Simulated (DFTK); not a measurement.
CsPbCl3 in DFTK: convergence with cutoff

Crystal: CsPbCl3.

```xyz
5
Lattice="5.6050 0.0000 0.0000 0.0000 5.6050 0.0000 0.0000 0.0000 5.6050" Properties=species:S:1:pos:R:3 pbc="T T T"
Pb    2.8025    2.8025    2.8025
Cs    0.0000    0.0000    0.0000
Cl    2.8025    0.0000    2.8025
Cl    0.0000    2.8025    2.8025
Cl    2.8025    2.8025    0.0000
```

| Property | Result |
| --- | --- |
| Program | DFTK 0.8.2 |
| Task | convergence study |
| Functional | LDA |
| Potentials or basis | dojo.nc.sr.lda.v0_4_1.stringent.upf (LDA) |
| Cutoff | 354 eV |
| k mesh | 2 × 2 × 2 |
| Occupations | fermi-dirac, width 0.02 eV |
| Spin | no spin polarisation |

These are the settings of the first run; the series varies cutoff, with any setting tied to it.

Hardware: 1 thread of AMD EPYC 9R45 96-Core Processor (Zen 5) (shared host).

Q: The values tried are 353.748 eV, 435.382 eV, 544.228 eV, 680.285 eV, 843.553 eV, 979.61 eV, 1170.09 eV, 1414.99 eV, loosest first. From which on does the gap on the mesh stay within 0.01 eV of the tightest run that finished?

A: From 979.61 eV on.

| cutoff | energy less the tightest run, at zero smearing (meV/atom) | pressure (GPa) | gap on the mesh (eV) | SCF cycles |
| --- | --- | --- | --- | --- |
| 353.748 eV | 9871.56 | -116.33 | 0.993 | 11 |
| 435.382 eV | 4034.35 | -58.43 | 1.159 | 10 |
| 544.228 eV | 1180.53 | -22.10 | 1.405 | 11 |
| 680.285 eV | 234.82 | -5.97 | 1.589 | 10 |
| 843.553 eV | 24.40 | -0.84 | 1.652 | 10 |
| 979.61 eV | 2.36 | -0.01 | 1.663 | 10 |
| 1170.09 eV | 0.14 | 0.11 | 1.664 | 10 |
| 1414.99 eV | 0.00 | 0.11 | 1.664 | 10 |

Against the tightest run, the energy stays within 1 meV/atom from 1170.09 eV on; the pressure stays within 0.1 GPa from 1170.09 eV on. The tightest run that finished is the yardstick and may itself not be fully converged.

Caveat, for the tightest run too: the k mesh is coarse (spacing up to 0.56 Å⁻¹), so the values aren't converged; spin-orbit coupling is left out, which as a rule narrows the gap of such compounds by several tenths of an eV.
